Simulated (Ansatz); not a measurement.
# BN: frozen normal mode

The calculation used DFT PBE, scalar-relativistic, plane waves, PAW (Ansatz 0.2.0). The runs took a 420 eV cutoff, a Γ-centred 12×12×4 mesh and Gaussian smearing (0.05 eV). No spin polarisation. Energies are free energies at this smearing, counted from the undisturbed cell; pressure is positive in compression.

Zero of the scan (relaxed at this level; this wurtzite form isn't the usual structure):

```xyz
8
Lattice="2.5546 0.0000 0.0000 -1.2773 2.2123 0.0000 0.0000 0.0000 8.4490" Properties=species:S:1:pos:R:3 pbc="T T T"
B     1.2773    0.7374    4.2237
B     1.2773    0.7374    8.4482
B     0.0000    1.4749    2.1114
B     0.0000    1.4749    6.3360
N     1.2773    0.7374    2.6411
N     1.2773    0.7374    6.8657
N     0.0000    1.4749    0.5289
N     0.0000    1.4749    4.7534
```

A zone-centre mode of this cell is frozen in: each atom moves by x times its row below, so x is the largest displacement.
```
atom ux uy uz
  B1  -0.660  -0.660  0.000
  B2  -0.660  -0.660  0.000
  B3   0.660   0.660  0.000
  B4   0.660   0.660  0.000
  N5   0.707   0.707  0.000
  N6   0.707   0.707  0.000
  N7  -0.707  -0.707  0.000
  N8  -0.707  -0.707  0.000
```

```tsv
x (Å)	ΔE (meV/cell)	force along the mode (eV/Å)	pressure (GPa)	gap on the mesh (eV)
-0.3000	3322.4	20.76	-0.9	2.68
-0.2250	1912.5	16.60	-1.0	3.94
-0.1500	858.8	11.38	-0.6	4.77
-0.0750	215.4	5.74	-0.2	5.06
0.0000	0.0	0.00	0.0	5.23
0.0750	216.4	-5.78	-0.2	5.12
0.1500	869.5	-11.64	-0.5	4.92
0.2250	1961.8	-17.45	-0.6	4.22
0.2625	2668.5	-20.21	-0.4	3.74
0.3000	3475.0	-22.76	0.1	3.22
```

Cost: 10 runs of about 1.1 core-minutes in all, on AMD EPYC 9R45 (Zen 5) (shared hosts).